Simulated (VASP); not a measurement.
# NaI (Fm-3m) in VASP: notebook

The runs below take NaI through relaxation of cell and atoms, with PBE, LDA.

All numbers are computed with VASP 6.6.1; they aren't measurements. Logs are shortened: lines on timing, memory, paths and dates and some standing lists are left out, and cuts for length are marked.

## (1) The structure

It takes space group Fm-3m (No. 225, cubic). Conventional cell: a = 6.473 Å, b = 6.473 Å, c = 6.473 Å, α = 90.00°, β = 90.00°, γ = 90.00°. I (site symmetry m-3m) is surrounded by 6 Na at 3.24 Å. Na (site symmetry m-3m) has 6 I at 3.24 Å as nearest neighbours.

## (2) Relaxation of cell and atoms, PBE

File INCAR:

```
SYSTEM = NaI
PREC = Accurate ; ENCUT = 600
EDIFF = 1E-7 ; ISMEAR = -1
SIGMA = 0.05 ; LREAL = .False.
LASPH = .True. ; NELM = 80
ALGO = Normal ; ISIF = 3
LWAVE = .False. ; LCHARG = .False.
GGA = PE ; IBRION = 2
NSW = 60 ; EDIFFG = -0.01
```

File KPOINTS:

```
regular mesh
0
Gamma
  7 7 7
  0 0 0
```

File POSCAR:

```
NaI
1.0
    0.0000000000      3.2364000000      3.2364000000
    3.2364000000      0.0000000000      3.2364000000
    3.2364000000      3.2364000000      0.0000000000
I Na
1 1
Direct
    0.5000000000      0.5000000000      0.5000000000
    0.0000000000      0.0000000000      0.0000000000
```

Potentials or basis: VASP PAW PBE potentials, release 64 (I, Na_pv).

Run with:

```sh
cat potpaw_PBE.64/I/POTCAR potpaw_PBE.64/Na_pv/POTCAR > POTCAR
mpirun -np 1 vasp_std > vasp.out
```

OUTCAR:

```text
SYSTEM = NaI
   PREC = Accurate
   ENCUT = 600
   EDIFF = 1E-7
   ISMEAR = -1
   LREAL = .False.
   LASPH = .True.
   NELM = 80
   ISIF = 3
   GGA = PE
   IBRION = 2
   NSW = 60
   EDIFFG = -0.01

 ion  position               nearest neighbor table
   1  0.500  0.500  0.500-
   2  0.000  0.000  0.000-

  LATTYP: Found a face centered cubic cell.
 ALAT       =     6.4728000000

  Lattice vectors:

 A1 = (   0.0000000000,   3.2364000000,   3.2364000000)
 A2 = (   3.2364000000,   0.0000000000,   3.2364000000)
 A3 = (   3.2364000000,   3.2364000000,   0.0000000000)

Analysis of symmetry for initial positions (statically):
=====================================================================
 Subroutine PRICEL returns:
 Original cell was already a primitive cell.

 Routine SETGRP: Setting up the symmetry group for a
 face centered cubic supercell.

 Subroutine GETGRP returns: Found 48 space group operations
 (whereof 48 operations were pure point group operations)
 out of a pool of 48 trial point group operations.

The static configuration has the point symmetry O_h .

Analysis of symmetry for dynamics (positions and initial velocities):
=====================================================================
 Subroutine PRICEL returns:
 Original cell was already a primitive cell.

 Routine SETGRP: Setting up the symmetry group for a
 face centered cubic supercell.

 Subroutine GETGRP returns: Found 48 space group operations
 (whereof 48 operations were pure point group operations)
 out of a pool of 48 trial point group operations.

The dynamic configuration has the point symmetry O_h .

 Subroutine INISYM returns: Found 48 space group operations
 (whereof 48 operations are pure point group operations),
 and found     1 'primitive' translations

----------------------------------------------------------------------------------------

                                     Primitive cell

  volume of cell :      67.7980

  direct lattice vectors                    reciprocal lattice vectors
     0.000000000  3.236400000  3.236400000    -0.154492646  0.154492646  0.154492646
     3.236400000  0.000000000  3.236400000     0.154492646 -0.154492646  0.154492646
     3.236400000  3.236400000  0.000000000     0.154492646  0.154492646 -0.154492646

  length of vectors
     4.576960773  4.576960773  4.576960773     0.267589113  0.267589113  0.267589113

  position of ions in fractional coordinates (direct lattice)
     0.500000000  0.500000000  0.500000000
     0.000000000  0.000000000  0.000000000

[... 66 lines left out ...]
   LNONCOLLINEAR =      F non collinear calculations
   LSORBIT =      F    spin-orbit coupling
   LASPH  =      T    aspherical Exc in radial PAW
   ENCUT  =  600.0 eV  44.10 Ry    6.64 a.u.   9.14  9.14  9.14*2*pi/ulx,y,z
   NELM   =     80;   NELMIN=  2; NELMDL= -5     # of ELM steps
   EDIFF  = 0.1E-06   stopping-criterion for ELM
   LREAL  =      F    real-space projection
   EDIFFG = -.1E-01   stopping-criterion for IOM
   NSW    =     60    number of steps for IOM
   IBRION =      2    ionic relax: 0-MD 1-quasi-New 2-CG
   NFREE  =      1    steps in history (QN), initial steepest desc. (CG)
   ISIF   =      3    stress and relaxation
   ISYM   =      2    0-nonsym 1-usesym 2-fastsym
   POTIM  = 0.5000    time-step for ionic-motion
   TEBEG  =    0.0;   TEEND  =   0.0 temperature during run
   PSTRESS=    0.0 pullay stress
   NELECT =      14.0000    total number of electrons
   NUPDOWN=      -1.0000    fix difference up-down
   EMIN   =  10.00;   EMAX   =-10.00  energy-range for DOS
   EFERMI =   0.00;   METHOD = LEGACY
   ISMEAR =    -1;   SIGMA  =   0.05  broadening in eV -4-tet -1-fermi 0-gaus
   EFERMI_NEDOS =   21; number of points for ismear=-14 and -15
   IALGO  =     38    algorithm
   IMIX   =      4    mixing-type and parameters
     AMIX     =   0.40;   BMIX     =  1.00
     AMIX_MAG =   1.60;   BMIX_MAG =  1.00
  volume/ion in A,a.u.               =      33.90       228.76
  Fermi-wavevector in a.u.,A,eV,Ry     =   0.967636  1.828567 12.739397  0.936319
  Thomas-Fermi vector in A             =   2.097538
   LORBIT       =      0    0 simple, 1 ext, 2 COOP (PROOUT), +10 PAW based schemes
   GGA     = PE    functional components
   LHFCALC =     F    Hartree Fock is set to
   AEXX    =    0.0000 exact exchange contribution
   IVDW    =     0    specifies the selected vdW correction
   LEPSILON=     F    determine dielectric tensor
   LRPA    =     F    only Hartree local field effects (RPA)
 conjugate gradient relaxation of ions
 non-spin polarized calculation
  energy-cutoff  :      600.00
  volume of cell :       67.80
 maximum number of plane-waves:      2281
 NGX is ok and might be reduce to    40
   NGX = 19   NGY = 19   NGZ = 19

--------------------------------------- Ionic step        1  -------------------------------------------

 number of electron      13.9999994 magnetization

 Free energy of the ion-electron system (eV)
  ---------------------------------------------------
  ext. energy  EPLUGINS =         0.00000000
  ---------------------------------------------------
  free energy    TOTEN  =        -5.38508011 eV

  energy without entropy =       -5.38508011  energy(sigma->0) =       -5.38508011

------------------------ aborting loop because EDIFF is reached ----------------------------------------

  FORCE on cell =-STRESS in cart. coord.  units (eV):
  Direction    XX          YY          ZZ          XY          YZ          ZX
  --------------------------------------------------------------------------------------
  -------------------------------------------------------------------------------------
  Total        0.1817869      0.1817869      0.1817869     -0.0000000      0.0000000      0.0000000
  in kB        4.2959246      4.2959246      4.2959246     -0.0000000      0.0000000      0.0000000
  external PRESSURE =       4.2959246 kB  Pullay stress =       0.0000000 kB
[... 59 lines left out ...]
--------------------------------------- Ionic step        3  -------------------------------------------

 number of electron      13.9999994 magnetization

 Free energy of the ion-electron system (eV)
  ---------------------------------------------------
  ext. energy  EPLUGINS =         0.00000000
  ---------------------------------------------------
  free energy    TOTEN  =        -5.38748465 eV

  energy without entropy =       -5.38748465  energy(sigma->0) =       -5.38748465

 E-fermi :   1.7241     XC(G=0):  -7.5938

 val. band max:        0.6182315067   @ k =   0.0000   0.0000   0.0000
 cond. band min:       4.1872614718   @ k =   0.0000   0.0000   0.0000
 fundamental gap:      3.5690299651
 Fermi energy:         1.7241362591

 k-point     1 :       0.0000    0.0000    0.0000
  band No.  band energies     occupation
      1     -21.8553      2.00000
      2     -21.8553      2.00000
      3     -21.8553      2.00000
      4     -10.3304      2.00000
      5       0.6182      2.00000
      6       0.6182      2.00000
      7       0.6182      2.00000
      8       4.1873      0.00000
      9       8.5462      0.00000
     10       8.5462      0.00000
     11       8.5462      0.00000
[... 293 lines left out ...]
  FREE ENERGIE OF THE ION-ELECTRON SYSTEM (eV)
  ---------------------------------------------------
  free  energy   TOTEN  =        -5.3874846484 eV

  energy  without entropy=       -5.3874846484  energy(sigma->0) =       -5.38748465

 reached required accuracy - stopping structural energy minimisation
```

OSZICAR:

```text
N       E                     dE             d eps       ncg     rms          rms(c)
DAV:   1     0.806402053703E+02    0.80640E+02   -0.72885E+03   440   0.126E+03
DAV:   2     0.127886792983E+01   -0.79361E+02   -0.73999E+02   489   0.245E+02
DAV:   3    -0.526149201988E+01   -0.65404E+01   -0.64982E+01   557   0.725E+01
[... 30 lines left out ...]
DAV:   7    -0.538749505158E+01   -0.55151E-05   -0.14893E-06   464   0.928E-03    0.146E-01
DAV:   8    -0.538748562966E+01    0.94219E-05   -0.22352E-06   449   0.110E-02    0.219E-02
DAV:   9    -0.538748412984E+01    0.14998E-05   -0.31869E-07   513   0.426E-03    0.124E-02
DAV:  10    -0.538748455502E+01   -0.42517E-06   -0.55814E-08   229   0.255E-03    0.288E-03
DAV:  11    -0.538748464842E+01   -0.93403E-07   -0.36766E-08   220   0.144E-03
   3 F= -.53874846E+01 E0= -.53874846E+01  d E =-.240454E-02
```

CONTCAR:

```text
NaI
   1.00000000000000
    -0.0000000000000000    3.2663482133956943    3.2663482133956943
     3.2663482133956943    0.0000000000000000    3.2663482133956943
     3.2663482133956943    3.2663482133956943    0.0000000000000000
  I               Na
     1     1
Direct
     0.5000000000000000    0.5000000000000000    0.5000000000000000
     0.0000000000000000    0.0000000000000000    0.0000000000000000

  0.00000000E+00  0.00000000E+00  0.00000000E+00
  0.00000000E+00  0.00000000E+00  0.00000000E+00
```

Wall time 44 s (1 thread of Intel Xeon Platinum 8488C (Sapphire Rapids), shared host); peak memory 0.24 GiB.

What came out:

- Free energy: -5.3875 eV
- Relaxed volume: 34.85 Å³/atom
- Relaxed cell: a = 4.619 Å, b = 4.619 Å, c = 4.619 Å, α = 60.00°, β = 60.00°, γ = 60.00°
- Space group after relaxing (to 0.05 Å): Fm-3m (No. 225)
- Energy gained by relaxing: 1.2 meV/atom
- Ionic steps: 3
- Pressure after relaxing: 0.0 GPa
- Band gap on the k mesh: 3.57 eV, direct

Step by step:
```tsv
step	energy change (eV)	largest force (eV/Å)	pressure (GPa)	volume (Å³)
1	0.0000	0.0000	0.43	67.80
2	-0.0018	0.0000	0.21	68.69
3	-0.0024	0.0000	-0.01	69.70
```

Final structure:
```cif
data_structure
_symmetry_space_group_name_H-M 'P 1'
_symmetry_Int_Tables_number 1
_cell_length_a 4.6193
_cell_length_b 4.6193
_cell_length_c 4.6193
_cell_angle_alpha 60.000
_cell_angle_beta 60.000
_cell_angle_gamma 60.000
_cell_volume 69.70
loop_
_atom_site_label
_atom_site_type_symbol
_atom_site_fract_x
_atom_site_fract_y
_atom_site_fract_z
_atom_site_occupancy
I1 I 0.50000 0.50000 0.50000 1
Na1 Na 0.00000 0.00000 0.00000 1
```

Levels at points of the mesh, in eV from the valence-band top:
```
           k point  band 4  band 5  band 6  band 7  band 8  band 9  band 10  band 11
(0.00, 0.00, 0.00)  -10.95    0.00    0.00    0.00    3.57    7.93     7.93     7.93
```

Caveat: spin-orbit coupling is left out, which moves the levels of the heavy elements.

## (3) Relaxation of cell and atoms, LDA

File INCAR:

```
SYSTEM = NaI
PREC = Accurate ; ENCUT = 600
EDIFF = 1E-7 ; ISMEAR = -1
SIGMA = 0.05 ; LREAL = .False.
LASPH = .True. ; NELM = 100
ALGO = Normal ; ISIF = 3
LWAVE = .False. ; LCHARG = .False.
GGA = CA ; IBRION = 2
NSW = 40 ; EDIFFG = -0.02
```

File KPOINTS:

```
Automatic mesh
0
Gamma
  7 7 7
  0 0 0
```

POSCAR is that of step 2.

Potentials or basis: VASP PAW LDA potentials, release 64 (I, Na_pv).

Run with:

```sh
cat potpaw_LDA.64/I/POTCAR potpaw_LDA.64/Na_pv/POTCAR > POTCAR
mpirun -np 1 vasp_std > vasp.out
```

Wall time 36 s (1 thread of Intel Xeon Platinum 8488C (Sapphire Rapids), shared host); peak memory 0.2 GiB.

It converged, with:

| Quantity | Value |
| --- | --- |
| Free energy | -6.0175 eV |
| Relaxed volume | 30.80 Å³/atom |
| Relaxed cell | a = 4.433 Å, b = 4.433 Å, c = 4.433 Å, α = 60.00°, β = 60.00°, γ = 60.00° |
| Space group after relaxing (to 0.05 Å) | Fm-3m (No. 225) |
| Energy gained by relaxing | 17.8 meV/atom |
| Ionic steps | 3 |
| Pressure after relaxing | -0.1 GPa |
| Band gap on the k mesh | 3.62 eV, direct |

The path:
| step | energy change (eV) | largest force (eV/Å) | pressure (GPa) | volume (Å³) |
| --- | --- | --- | --- | --- |
| 1 | 0.0000 | 0.0000 | -1.63 | 67.80 |
| 2 | -0.0266 | 0.0000 | -0.90 | 64.48 |
| 3 | -0.0356 | 0.0000 | -0.07 | 61.60 |

Final structure:
```xyz
2
Lattice="0.0000 3.1346 3.1346 3.1346 0.0000 3.1346 3.1346 3.1346 0.0000" Properties=species:S:1:pos:R:3 pbc="T T T"
I     3.1346    3.1346    3.1346
Na    0.0000    0.0000    0.0000
```

Levels at points of the mesh, in eV from the valence-band top:
```csv
k point,band 5,band 6,band 7,band 8,band 9,band 10
"(0.00, 0.00, 0.00)",0.00,0.00,0.00,3.62,7.79,7.79
```

Caveat: spin-orbit coupling is left out, which moves the levels of the heavy elements.

## (4) For comparison

An earlier run on the cell as given: functional PBE; potentials or basis VASP PAW PBE potentials, release 64 (I, Na_pv); cutoff 520 eV; k mesh 7 × 7 × 7; occupations fermi-dirac, width 0.05 eV; no spin polarisation.

- Pressure: 0.4 GPa
- Band gap on the k mesh: 3.64 eV, direct

## (5) The runs side by side

```tsv
task	level	potentials or basis	cell	cutoff (eV)	gap on the mesh (eV)	pressure (GPa)	relaxed volume (Å³/atom)
relaxation of cell and atoms	PBE	VASP PAW PBE potentials, release 64 (I, Na_pv)	relaxed	600	3.57	0.0	34.85
relaxation of cell and atoms	LDA	VASP PAW LDA potentials, release 64 (I, Na_pv)	relaxed	600	3.62	-0.1	30.80
single point	PBE	VASP PAW PBE potentials, release 64 (I, Na_pv)	as given	520	3.64	0.4	-
```

Alike in all rows: no spin polarisation; k mesh 7 × 7 × 7; smearing fermi-dirac 0.05 eV.

Caveats: spin-orbit coupling is left out, which moves the levels of the heavy elements.

Total energies depend on the potentials used, so only differences within one code and one set of settings carry meaning.
